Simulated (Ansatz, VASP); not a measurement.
Two plane-wave programs on Ir

```xyz
2
Lattice="2.5891 0.0000 0.0000 -1.2946 2.2423 0.0000 0.0000 0.0000 5.0390" Properties=species:S:1:pos:R:3 pbc="T T T"
Ir    1.2946    0.7474    3.7793
Ir    0.0000    1.4948    1.2598
```

Alike in both runs: task single point; functional PBEsol; k mesh 24 × 24 × 12; occupations gaussian, width 0.15 eV; no spin polarisation.

|  | VASP | Ansatz |
| --- | --- | --- |
| version | VASP 6.6.1 | Ansatz 0.2.0 |
| potentials or method | VASP PAW PBE potentials, release 64 (Ir) | scalar-relativistic, plane waves, PAW |
| plane-wave cutoff (eV) | 520 | 420 |
| valence electrons in the cell | 18 | 34 |

|  | VASP | Ansatz | Ansatz less VASP |
| --- | --- | --- | --- |
| gap on the k mesh at the Fermi level (eV) | none | none | - |
| pressure (GPa) | 3.0 | 2.1 | -0.93 |
| largest component of the traceless stress (GPa) | 43.65 | 43.30 | -0.355 |

A gap of «none» marks a metal or a gap that the smearing closes. The two sets of potentials don't hold the same shells in valence.

Caveats: the PAW data sets were made with another functional, which shifts forces and pressure a little (VASP). Spin-orbit coupling is left out, which matters for the levels of Ir.
